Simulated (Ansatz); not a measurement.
Zinc-blende AlSb, treated with r²SCAN in Ansatz (plane waves, PAW).

Numerical settings: plane-wave cutoff 560 eV, 10×10×10 k mesh, Fermi–Dirac smearing 0.01 eV, scalar-relativistic PAW data made under PBE.

Pressure at four volumes; x = ln(V/29.464 Å³). One pressure is withheld.

```csv
V (Å³/atom),x,P (GPa)
27.696,-0.0619,3.94
29.464,0.0000,0.00
30.642,0.0392,-2.00
31.232,0.0583,?
```

Pass a parabola P(x) through the three rows shown, estimate the bulk modulus and its pressure derivative near zero pressure, and predict the withheld pressure.

Slopes between the rows: (0.00 − (3.94))/(0.0000 − (-0.0619)) = -63.65 and (-2.00 − (0.00))/(0.0392 − (0.0000)) = -51.02 GPa. Their difference over the span 0.1011 is c = 12.63/0.1011 = 124.9 GPa, so P(x) = 3.94 + (-63.65)(x − (-0.0619)) + 124.9 (x − (-0.0619))(x − (0.0000)). At the middle row B = −dP/dx = −[-63.65 + 124.9 × 0.0619] = 55.9 GPa, and B′ = dB/dP = 2c/B = 4.5. At x = 0.0583 the parabola gives -2.84 GPa; the run gives -2.85 GPa. The Birch–Murnaghan fit to the energies at all volumes has B0 = 55.7 GPa and B′ = 4.4.

Measured, for comparison: bulk modulus 58.2 GPa (temperature not stated, not corrected to a static lattice; as tabulated in Toher et al. (2017), arXiv:1611.05714). Computed (rounded) less measured: bulk modulus -4 %.

Spin–orbit coupling is not included.

Ansatz is a first-principles code.
